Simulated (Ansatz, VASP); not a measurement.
**Two plane-wave programs on Ni**

```
Ni
1.0
    -1.38853    1.36313    1.43177
     1.33108   -1.36244    1.37363
     1.41530    1.38921   -1.43108
Ni
1
Direct
  0.97925 0.97687 0.98052
```

Change from the starting cell: cell strained at random at fixed volume.

Alike in both runs: task single point; functional PBEsol; k mesh 13 × 13 × 13; occupations fermi-dirac, width 0.05 eV; collinear spin, ferromagnetic start.

```csv
,VASP,Ansatz
version,VASP 6.6.1,Ansatz 0.2.0
potentials or method,"VASP PAW PBE potentials, release 64 (Ni)",Ansatz PAW
plane-wave cutoff (eV),520,420
valence electrons in the cell,10,18
```

VASP gave:

```
gap on the k mesh at the Fermi level (eV)                     : none
pressure (GPa)                                                : -2.1
largest component of the traceless stress (GPa)               : 6.72
net moment per atom (μB)                                      : 0.57
size of the moment on the site where the two differ most (μB) : 0.58
```

Problem. Estimate Ansatz's values.

Solution. gap on the k mesh at the Fermi level (eV): none; pressure (GPa): -2.0; largest component of the traceless stress (GPa): 6.87; net moment per atom (μB): 0.58; size of the moment on the site where the two differ most (μB): 0.61.

Site moments also hang on the region over which each program counts them. A gap of «none» marks a metal or a gap that the smearing closes. With one functional, cell and mesh, what is left measures potentials, basis and numerics. The two sets of potentials don't hold the same shells in valence.

Caveats: the PAW data sets were made with another functional, which shifts forces and pressure a little (VASP); the PAW data sets come from PBE, with cores solved anew for the run's functional, which leaves a small shift of forces and pressure (Ansatz).
